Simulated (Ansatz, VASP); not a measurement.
AlRu: VASP beside Ansatz

```
CELL_PARAMETERS angstrom
3.06639 0.00000 0.00000
0.00000 3.06639 0.00000
0.00000 0.00000 2.91681
ATOMIC_POSITIONS crystal
Al 0.00000 0.00000 0.00000
Ru 0.50000 0.50000 0.50000
```

Change from the starting cell: strain +0.025 along x and y, -0.025 along z, atoms carried along.

Alike in both runs: task single point; functional PBE; k mesh 16 × 16 × 16; occupations gaussian, width 0.15 eV; no spin polarisation.

```csv
,VASP,Ansatz
version,VASP 6.6.1,Ansatz 0.2.0
potentials or method,"VASP PAW PBE potentials, release 64 (Al, Ru_pv)","scalar-relativistic, plane waves, PAW"
plane-wave cutoff (eV),520,420
valence electrons in the cell,17,19
```

```tsv
	VASP	Ansatz	Ansatz less VASP
gap on the k mesh at the Fermi level (eV)	none	none	-
pressure (GPa)	-2.1	-2.0	+0.05
largest component of the traceless stress (GPa)	5.69	5.68	-0.007
```

A gap of «none» marks a metal or a gap that the smearing closes. With one functional, cell and mesh, what is left measures potentials, basis and numerics. The two sets of potentials don't hold the same shells in valence.
